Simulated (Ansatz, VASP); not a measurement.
## LiF in VASP and in Ansatz

```xyz
2
Lattice="0.0000 1.8932 2.0140 1.8932 0.0000 2.0140 1.8932 1.8932 0.0000" Properties=species:S:1:pos:R:3 pbc="T T T"
Li    0.0000    0.0000    0.0000
F     1.8932    1.8932    2.0140
```

Change from the starting cell: strain -0.0600 x Voigt [1, 1, 0, 0, 0, 0], atoms carried along.

Alike in both runs: task single point; functional PBE; k mesh 10 × 10 × 10; occupations gaussian, width 0.05 eV; no spin polarisation.

|  | VASP | Ansatz |
| --- | --- | --- |
| version | VASP 6.6.1 | Ansatz 0.2.0 |
| potentials or method | VASP PAW PBE potentials, release 64 (Li_sv, F) | scalar-relativistic, plane waves, PAW |
| plane-wave cutoff (eV) | 520 | 420 |
| valence electrons in the cell | 10 | 10 |

|  | VASP | Ansatz | Ansatz less VASP |
| --- | --- | --- | --- |
| gap on the k mesh at the Fermi level (eV) | 10.17 | 10.17 | -0.001 |
| least direct gap on the mesh (eV) | 10.17 | 10.17 | -0.001 |

 A k mesh can miss the band edges.
